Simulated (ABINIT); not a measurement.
# TiTe2 (P-3m1) in ABINIT: settings compared

The runs below take TiTe2 through relaxation of cell and atoms, with AM05, PW91, WC.

Everything below comes from runs of ABINIT 10.8.3 (patched build). Logs are shortened: lines on timing, memory, paths and dates and some standing lists are left out, and cuts for length are marked. The log counts tension as positive stress, the text compression.

## Step 1: The crystal as given

Symmetry: P-3m1, No. 164, trigonal system. Conventional cell: a = 3.777 Å, b = 3.777 Å, c = 6.498 Å, α = 90.00°, β = 90.00°, γ = 120.00°. Te (site symmetry 3m) is surrounded by 3 Ti at 2.77 Å. Around Ti (site symmetry -3m) lie 6 Te at 2.77 Å.

## Step 2: Relaxation of cell and atoms, AM05

Contents of run.abi:

```
pp_dirpath "./"
pseudos "Te.GGA_PBE-JTH.xml, Ti.GGA_PBE-JTH.xml"

acell 3*1.0
rprim
     7.1374955727     0.0000000000     0.0000000000
    -3.5687477864     6.1812524854     0.0000000000
     0.0000000000     0.0000000000    12.2794403578
ntypat 2
znucl 52 22
natom 3
typat 1 1 2
xred
     0.3333333333     0.6666666667     0.7372000000
     0.6666666667     0.3333333333     0.2628000000
     0.0000000000     0.0000000000     0.0000000000
chkprim 0
chksymtnons 0
tolsym 1.0e-6

ecut 18.0
pawecutdg 36.0
pawxcdev 0

kptopt 1
ngkpt 8 8 4
nshiftk 1
shiftk 0.0 0.0 0.0

ixc -120135

nband 16
occopt 3
tsmear 0.05 eV

nstep 100
tolvrs 1.0e-9

iomode 3
prtwf 0
prtden 0
prteig 0
prtebands 0
enunit 1

ionmov 2
ntime 60
tolmxf 0.0002
optcell 2
dilatmx 1.08
ecutsm 0.5
```

Potentials or basis: JTH PAW PBE v2.0.

Run with:

```sh
abinit run.abi > log 2>&1
```

run.abo:

```text
.Version 10.8.3 of ABINIT
 Symmetries : space group P-3 m 1 (#164); Bravais hP (primitive hexag.)
================================================================================
 Values of the parameters that define the memory need of the present run
     intxc =       0    ionmov =       2      iscf =      17    lmnmax =      18
     lnmax =       6     mgfft =      54  mpssoang =       3    mqgrid =    3582
     natom =       3  nloc_mem =       2    nspden =       1   nspinor =       1
    nsppol =       1      nsym =      12    n1xccc =       1    ntypat =       2
    occopt =       3   xclevel =       2
       mpw =        2509          nfft =       48600          nkpt =          35
 PAW method is used; the additional fine FFT grid is defined by:
   mgfftf=        72    nfftf =    145800
================================================================================
================================================================================

--------------------------------------------------------------------------------
------------- Echo of variables that govern the present computation ------------
--------------------------------------------------------------------------------
 -outvars: echo values of preprocessed input variables --------
            acell      1.0000000000E+00  1.0000000000E+00  1.0000000000E+00 Bohr
              amu      1.27600000E+02  4.78800000E+01
          chkprim           0
      chksymtnons           0
          dilatmx      1.08000000E+00
             ecut      1.80000000E+01 Hartree
           ecutsm      5.00000000E-01 Hartree
           enunit           1
           ionmov           2
              ixc     -120135
         kptrlatt        8    0    0      0    8    0      0    0    4
          kptrlen      4.91177614E+01
            natom           3
            nband          16
            ngfft          30      30      54
          ngfftdg          45      45      72
             nkpt          35
            nstep         100
             nsym          12
            ntime          60
           ntypat           2
           occopt           3
          optcell           2
        pawecutdg      3.60000000E+01 Hartree
         pawxcdev           0
           prtden           0
        prtebands           0
           prteig           0
            prtwf           0
            rprim      7.1374955727E+00  0.0000000000E+00  0.0000000000E+00
                      -3.5687477864E+00  6.1812524854E+00  0.0000000000E+00
                       0.0000000000E+00  0.0000000000E+00  1.2279440358E+01
          spgroup         164
           tolmxf      2.00000000E-04
           tolsym      1.00000000E-06
           tolvrs      1.00000000E-09
           tsmear      1.83746611E-03 Hartree
            typat      1  1  2
           useylm           1
           xangst     -1.7639703369E-11  2.1806519653E+00  4.7903255967E+00
                       1.8884999987E+00  1.0903259826E+00  1.7076743988E+00
                       0.0000000000E+00  0.0000000000E+00  0.0000000000E+00
            xcart     -3.3334208310E-11  4.1208349903E+00  9.0524034318E+00
                       3.5687477863E+00  2.0604174951E+00  3.2270369260E+00
                       0.0000000000E+00  0.0000000000E+00  0.0000000000E+00
             xred      3.3333333333E-01  6.6666666667E-01  7.3720000000E-01
                       6.6666666667E-01  3.3333333333E-01  2.6280000000E-01
                       0.0000000000E+00  0.0000000000E+00  0.0000000000E+00
            znucl       52.00000   22.00000

================================================================================

 chkinp: Checking input parameters for consistency.

================================================================================
== DATASET  1 ==================================================================

--- !DatasetInfo
iteration_state: {dtset: 1, }
dimensions: {natom: 3, nkpt: 35, mband: 16, nsppol: 1, nspinor: 1, nspden: 1, mpw: 2509, }
cutoff_energies: {ecut:  18.0, pawecutdg:  36.0, }
electrons: {nelect:   2.40000000E+01, charge:   0.00000000E+00, occopt:   3.00000000E+00, tsmear:   1.83746611E-03, }
meta: {optdriver: 0, ionmov: 2, optcell: 2, iscf: 17, paral_kgb: 0, }
...

 Real(R)+Recip(G) space primitive vectors, cartesian coordinates (Bohr,Bohr^-1):
 R(1)=  7.1374956  0.0000000  0.0000000  G(1)=  0.1401052  0.0808898  0.0000000
 R(2)= -3.5687478  6.1812525  0.0000000  G(2)=  0.0000000  0.1617795  0.0000000
[... 25 lines left out ...]
 basis_size (lnmax)=  6 (lmn_size= 18), orbitals=   0   0   1   1   2   2
 Spheres core radius: rc_sph= 2.30802695
 Shapefunction is BESSEL type: shapef(r,l)=aa(1,l)*jl(q(1,l)*r)+aa(2,l)*jl(q(2,l)*r)
 Radius for shape functions =  2.01037111
 Compensation charge density is not taken into account in XC energy/potential

   5.89978734E+03                                ecore*ucvol(ha*bohr**3)
--------------------------------------------------------------------------------

================================================================================

=== [ionmov= 2] Broyden-Fletcher-Goldfarb-Shanno method (forces)
================================================================================

--- Iteration: ( 1/60) Internal Cycle: (1/1)
--------------------------------------------------------------------------------

---SELF-CONSISTENT-FIELD CONVERGENCE--------------------------------------------
[... 531 lines left out ...]
 Difference of energy with previous step (new-old):
           Absolute (Ha)=-1.18992E-04
           Relative     =-1.58089E-06

 At Broyd/MD step   5, gradients are converged :
  max grad (force/stress) = 1.8583E-04 < tolmxf= 2.0000E-04 ha/bohr (free atoms)

================================================================================

 ----iterations are completed or convergence reached----

 Mean square residual over all n,k,spin=   22.423E-10; max=  10.297E-07
 reduced coordinates (array xred) for    3 atoms
       0.333333333333      0.666666666667      0.735924691163
       0.666666666667      0.333333333333      0.264075308837
      -0.000000000000     -0.000000000000      0.000000000000
 rms dE/dt=  4.7335E-04; max dE/dt=  1.0041E-03; dE/dt below (all hartree)
    1       0.000000000000     -0.000000000000      0.001004121139
    2       0.000000000000      0.000000000000     -0.001004121139
    3       0.000000000000      0.000000000000      0.000000000000

 cartesian coordinates (angstrom) at end:
    1     -0.00000000001732     2.14072598121062     4.78854285178838
    2      1.85392308224826     1.07036299060531     1.71829529250626
    3     -0.00000000000000    -0.00000000000000     0.00000000000000

 cartesian forces (hartree/bohr) at end:
    1     -0.00000000000000     0.00000000000000    -0.00008166147850
    2     -0.00000000000000    -0.00000000000000     0.00008166147850
    3      0.00000000000000     0.00000000000000    -0.00000000000000
 frms,max,avg= 3.8495590E-05 8.1661479E-05   0.000E+00  0.000E+00  0.000E+00 h/b

 cartesian forces (eV/Angstrom) at end:
    1     -0.00000000000000     0.00000000000000    -0.00419920206073
    2     -0.00000000000000    -0.00000000000000     0.00419920206073
    3      0.00000000000000     0.00000000000000    -0.00000000000000
 frms,max,avg= 1.9795228E-03 4.1992021E-03   0.000E+00  0.000E+00  0.000E+00 e/A
 length scales=  7.006813767929  7.006813767990 12.296142038327 bohr
              =  3.707846164514  3.707846164546  6.506838144295 angstroms
 Fermi (or HOMO) energy (eV) =  -4.39471   Average Vxc (eV)= -10.05766
 Eigenvalues (   eV  ) for nkpt=  35  k points:
 kpt#   1, nband= 16, wtk=  0.00391, kpt=  0.0000  0.0000  0.0000 (reduced coord)
 -61.41779  -37.84856  -37.84856  -37.82414  -17.02754  -15.49116   -9.84490   -5.97617
  -5.97617   -4.11894   -3.93102   -3.93102   -3.88655   -3.12247   -3.12247   -1.15705
 prteigrs : prtvol=0 or 1, do not print more k-points.

--- !EnergyTerms
iteration_state     : {dtset: 1, itime: 5, icycle: 1, }
comment             : Components of total free energy in Hartree
kinetic             :  1.26675735348887E+01
hartree             :  2.33942594307067E+01
xc                  : -1.12815133781043E+01
Ewald energy        : -4.69049975324414E+01
psp_core            :  1.12848477818084E+01
local_psp           : -6.15454915138571E+01
PAW spherical_terms : -2.88354384578648E+00
internal            : -7.52688655227855E+01
'-kT*entropy'       : -4.42492967614231E-04
total_energy        : -7.52693080157531E+01
total_energy_eV     : -2.04818221288437E+03
...

--- !EnergyTermsDC
iteration_state     : {dtset: 1, itime: 5, icycle: 1, }
comment             : '"Double-counting" decomposition of free energy'
band_energy         : -1.81844934090301E+01
Ewald energy        : -4.69049975324414E+01
psp_core            :  1.12848477818084E+01
xc_dc               : -2.50078397047860E+01
PAW spherical_terms :  3.54360471402359E+00
internal            : -7.52688781504256E+01
'-kT*entropy'       : -4.42492967614231E-04
total_energy_dc     : -7.52693206433932E+01
total_energy_dc_eV  : -2.04818255649996E+03
...

--- !EnergyTermsWithPAWCore
iteration_state     : {dtset: 1, itime: 5, icycle: 1, }
comment             : 'Components of total free energy, including PAW core contributions'
Total energy        : -1.44306604743972E+04
Total energy DC     : -1.44306604870248E+04
Total energy (eV)   : -3.92678275953432E+05
Total energy DC (eV): -3.92678276297048E+05
...

 rms coord change=  6.0119E-04   atom, delta coord (reduced):
     1        0.000000000000      0.000000000000     -0.001275308837
     2        0.000000000000      0.000000000000      0.001275308837
     3       -0.000000000000     -0.000000000000      0.000000000000

 Cartesian components of stress tensor (hartree/bohr^3)
  sigma(1 1)= -6.99695470E-07  sigma(3 2)=  0.00000000E+00
  sigma(2 2)= -6.99695770E-07  sigma(3 1)=  0.00000000E+00
  sigma(3 3)=  1.85832436E-06  sigma(2 1)=  1.74593181E-13

-Cartesian components of stress tensor (GPa)         [Pressure= -4.5008E-03 GPa]
- sigma(1 1)= -2.05857515E-02  sigma(3 2)=  0.00000000E+00
- sigma(2 2)= -2.05857603E-02  sigma(3 1)=  0.00000000E+00
- sigma(3 3)=  5.46737903E-02  sigma(2 1)=  5.13670872E-09

== END DATASET(S) ==============================================================
================================================================================

 -outvars: echo values of variables after computation  --------
            acell      7.0068137679E+00  7.0068137680E+00  1.2296142038E+01 Bohr
           etotal     -7.5269320643E+01
            fcart     -1.2809651254E-29  9.2445694999E-29 -8.1661478505E-05
                      -3.2024128136E-30 -1.1278374790E-28  8.1661478505E-05
                       1.6012064068E-29  2.0338052900E-29 -0.0000000000E+00
            rprim      1.0000000000E+00  0.0000000000E+00  0.0000000000E+00
                      -5.0000000000E-01  8.6602540378E-01  0.0000000000E+00
                       0.0000000000E+00  0.0000000000E+00  1.0000000000E+00
           strten     -6.9969547032E-07 -6.9969576950E-07  1.8583243601E-06
                       0.0000000000E+00  0.0000000000E+00  1.7459318071E-13
           xangst     -1.7316496158E-11  2.1407259812E+00  4.7885428518E+00
                       1.8539230822E+00  1.0703629906E+00  1.7182952925E+00
                      -4.3541671719E-29 -1.3991132034E-27  0.0000000000E+00
             xred      3.3333333333E-01  6.6666666667E-01  7.3592469116E-01
                       6.6666666667E-01  3.3333333333E-01  2.6407530884E-01
                      -2.2959961621E-28 -4.3571299820E-28  0.0000000000E+00
 Calculation completed.
```

It took 5.1 min on 1 thread of Arm Neoverse V1, shared host; peak memory 0.17 GiB.

What came out:

```
Free energy                                           : -2048.1826 eV
Relaxed volume                                        : 25.82 Å³/atom
Relaxed cell                                          : a = 3.708 Å, b = 3.708 Å, c = 6.507 Å, α = 90.00°, β = 90.00°, γ = 120.00°
Space group after relaxing (to 0.05 Å)                : P-3m1 (No. 164)
Energy gained by relaxing                             : 6.1 meV/atom
Ionic steps                                           : 5
Pressure after relaxing                               : 0.0 GPa
Largest force after relaxing                          : 0.004 eV/Å
Band gap on the k mesh                                : none (metal or under the smearing width)
Valence electrons inside the program's atomic spheres : Te 3.16; Ti 10.12
```

Forces in eV/Å, atoms in the order of the input:
```
Te   0.000  0.000 -0.004
Te   0.000  0.000  0.004
Ti   0.000  0.000  0.000
```

Stress tensor (GPa, compression positive):
```
 0.02  0.00  0.00
 0.00  0.02  0.00
 0.00  0.00 -0.05
```

Step by step:
| step | energy change (eV) | largest force (eV/Å) | pressure (GPa) | volume (Å³) |
| --- | --- | --- | --- | --- |
| 1 | 0.0000 | 0.1550 | -1.90 | 80.28 |
| 2 | -0.0056 | 0.0949 | -1.50 | 79.81 |
| 3 | -0.0146 | 0.1203 | 0.03 | 78.12 |
| 4 | -0.0152 | 0.1113 | 0.02 | 78.08 |
| 5 | -0.0184 | 0.0042 | 0.00 | 77.47 |

Final structure:
```
CELL_PARAMETERS angstrom
3.70785 0.00000 0.00000
-1.85392 3.21109 0.00000
0.00000 0.00000 6.50684
ATOMIC_POSITIONS crystal
Te 0.33333 0.66667 0.73592
Te 0.66667 0.33333 0.26408
Ti 0.00000 0.00000 0.00000
```

Levels at points of the mesh, in eV from the Fermi level:
| k point | band 9 | band 10 | band 11 | band 12 | band 13 | band 14 | band 15 | band 16 |
| --- | --- | --- | --- | --- | --- | --- | --- | --- |
| (0.00, 0.00, 0.00) | -1.58 | 0.28 | 0.46 | 0.46 | 0.51 | 1.27 | 1.27 | 3.24 |
| (0.50, 0.00, 0.00) | -2.80 | -2.50 | -1.72 | -1.03 | -0.02 | 1.30 | 1.63 | 2.50 |
| (0.00, 0.00, 0.50) | -1.52 | -1.52 | 0.45 | 0.45 | 0.95 | 0.95 | 1.06 | 3.70 |
| (0.50, 0.00, 0.50) | -2.53 | -1.99 | -1.02 | -0.49 | -0.36 | 1.29 | 1.62 | 2.74 |

Caveat: the PAW data sets were made with another functional, which shifts forces and pressure a little; this functional lacks dispersion, which binds the layers, so the pressure and a relaxed spacing across them are unreliable.

## Step 3: Relaxation of cell and atoms, PW91

Changes to run.abi since step 2:

```diff
@@ -29,3 +29,3 @@
 
-ixc -120135
+ixc -109134
```

Potentials or basis: JTH PAW PBE v2.0.

Run with:

```sh
abinit run.abi > log 2>&1
```

It took 11 min on 1 thread of Arm Neoverse V1, shared host; peak memory 0.17 GiB.

Results (log left out):

| Property | Result |
| --- | --- |
| Free energy | -2053.7543 eV |
| Relaxed volume | 27.79 Å³/atom |
| Relaxed cell | a = 3.798 Å, b = 3.798 Å, c = 6.674 Å, α = 90.00°, β = 90.00°, γ = 120.00° |
| Space group after relaxing (to 0.05 Å) | P-3m1 (No. 164) |
| Energy gained by relaxing | 3.3 meV/atom |
| Ionic steps | 13 |
| Pressure after relaxing | 0.0 GPa |
| Band gap on the k mesh | none (metal or under the smearing width) |
| Valence electrons inside the program's atomic spheres | Te 3.16; Ti 10.07 |

The path:
```
step  energy change (eV)  largest force (eV/Å)  pressure (GPa)  volume (Å³)
   1              0.0000                0.0130            1.03        80.28
   2             -0.0015                0.0157            0.81        80.53
   3             -0.0044                0.1164            0.03        81.53
   4             -0.0048                0.1193           -0.03        81.68
   5             -0.0072                0.0964           -0.30        82.64
   6             -0.0083                0.0465           -0.25        83.07
   7             -0.0087                0.0003           -0.09        83.17
   8             -0.0088                0.0168            0.00        83.11
   9             -0.0091                0.0314            0.11        83.03
  10             -0.0094                0.0369            0.18        83.01
  11             -0.0098                0.0256            0.16        83.13
  12             -0.0099                0.0088            0.07        83.31
  13             -0.0099                0.0007            0.01        83.38
```

Final structure:
```
Te Ti
1.0
     3.79833    0.00000    0.00000
    -1.89917    3.28945    0.00000
     0.00000    0.00000    6.67367
Te Ti
2 1
Cartesian
  0.0000 2.1930 4.9643
  1.8992 1.0965 1.7094
  0.0000 0.0000 0.0000
```

Levels at points of the mesh, in eV from the Fermi level:
| k point | band 10 | band 11 | band 12 | band 13 | band 14 | band 15 |
| --- | --- | --- | --- | --- | --- | --- |
| (0.00, 0.00, 0.00) | 0.32 | 0.38 | 0.39 | 0.39 | 1.01 | 1.01 |
| (0.50, 0.00, 0.00) | -2.34 | -1.76 | -1.03 | 0.04 | 1.12 | 1.44 |
| (0.00, 0.00, 0.50) | -1.61 | 0.39 | 0.39 | 0.78 | 0.78 | 0.97 |
| (0.50, 0.00, 0.50) | -1.95 | -1.07 | -0.64 | -0.21 | 1.12 | 1.42 |

Caveat: the PAW data sets were made with another functional, which shifts forces and pressure a little; this functional lacks dispersion, which binds the layers, so the pressure and a relaxed spacing across them are unreliable. Zero-point motion and thermal expansion aren't in these numbers.

## Step 4: Relaxation of cell and atoms, WC

Changes to run.abi since step 3:

```diff
@@ -29,3 +29,3 @@
 
-ixc -109134
+ixc 23
```

Run with:

```sh
abinit run.abi > log 2>&1
```

Run time: 8 min. Hardware: 1 thread of Arm Neoverse V1, shared host; peak memory 0.17 GiB.

The run converged. Its results:

| Property | Result |
| --- | --- |
| Free energy | -2052.1641 eV |
| Relaxed volume | 25.61 Å³/atom |
| Relaxed cell | a = 3.725 Å, b = 3.725 Å, c = 6.395 Å, α = 90.00°, β = 90.00°, γ = 120.00° |
| Space group after relaxing (to 0.05 Å) | P-3m1 (No. 164) |
| Energy gained by relaxing | 6.0 meV/atom |
| Ionic steps | 10 |
| Pressure after relaxing | 0.0 GPa |
| Band gap on the k mesh | none (metal or under the smearing width) |
| Valence electrons inside the program's atomic spheres | Te 3.16; Ti 10.12 |

The path:
| step | energy change (eV) | largest force (eV/Å) | pressure (GPa) | volume (Å³) |
| --- | --- | --- | --- | --- |
| 1 | 0.0000 | 0.0720 | -1.83 | 80.28 |
| 2 | -0.0047 | 0.0192 | -1.45 | 79.83 |
| 3 | -0.0124 | 0.1665 | -0.03 | 78.18 |
| 4 | -0.0130 | 0.1597 | -0.01 | 78.09 |
| 5 | -0.0171 | 0.0173 | 0.02 | 77.07 |
| 6 | -0.0172 | 0.0167 | -0.02 | 77.14 |
| 7 | -0.0175 | 0.0126 | -0.12 | 77.24 |
| 8 | -0.0178 | 0.0066 | -0.16 | 77.22 |
| 9 | -0.0181 | 0.0006 | -0.12 | 77.02 |
| 10 | -0.0181 | 0.0011 | -0.04 | 76.84 |

Final structure:
```cif
data_structure
_symmetry_space_group_name_H-M 'P 1'
_symmetry_Int_Tables_number 1
_cell_length_a 3.7251
_cell_length_b 3.7251
_cell_length_c 6.3946
_cell_angle_alpha 90.000
_cell_angle_beta 90.000
_cell_angle_gamma 120.000
_cell_volume 76.84
loop_
_atom_site_label
_atom_site_type_symbol
_atom_site_fract_x
_atom_site_fract_y
_atom_site_fract_z
_atom_site_occupancy
Te1 Te 0.33333 0.66667 0.73207 1
Te2 Te 0.66667 0.33333 0.26793 1
Ti1 Ti 0.00000 0.00000 0.00000 1
```

Levels at points of the mesh, in eV from the Fermi level:
| k point | band 8 | band 9 | band 10 | band 11 | band 12 | band 13 | band 14 | band 15 | band 16 |
| --- | --- | --- | --- | --- | --- | --- | --- | --- | --- |
| (0.00, 0.00, 0.00) | -1.64 | -1.64 | 0.31 | 0.45 | 0.45 | 0.72 | 1.21 | 1.21 | 3.12 |
| (0.50, 0.00, 0.00) | -3.82 | -2.86 | -2.50 | -1.73 | -1.14 | 0.00 | 1.26 | 1.59 | 2.44 |
| (0.00, 0.00, 0.50) | -2.89 | -1.56 | -1.56 | 0.43 | 0.43 | 0.83 | 0.83 | 1.11 | 3.67 |
| (0.50, 0.00, 0.50) | -4.80 | -2.51 | -2.06 | -0.90 | -0.50 | -0.34 | 1.25 | 1.58 | 2.63 |

Caveat: the PAW data sets were made with another functional, which shifts forces and pressure a little; this functional lacks dispersion, which binds the layers, so the pressure and a relaxed spacing across them are unreliable. Spin-orbit coupling is left out, which matters for the levels of Te.

## Step 5: Overview

| level | gap on the mesh (eV) | pressure (GPa) | relaxed volume (Å³/atom) |
| --- | --- | --- | --- |
| AM05 | none | 0.0 | 25.82 |
| PW91 | none | 0.0 | 27.79 |
| WC | none | 0.0 | 25.61 |

Alike in all rows: task relaxation of cell and atoms; potentials or basis JTH PAW PBE v2.0; no spin polarisation; cell relaxed; k mesh 8 × 8 × 4; cutoff (eV) 490; smearing fermi-dirac 0.05 eV.

Caveats: the PAW data sets were made with another functional, which shifts forces and pressure a little; this functional lacks dispersion, which binds the layers, so the pressure and a relaxed spacing across them are unreliable.

Absolute energies hang on the potentials; compare differences alone.
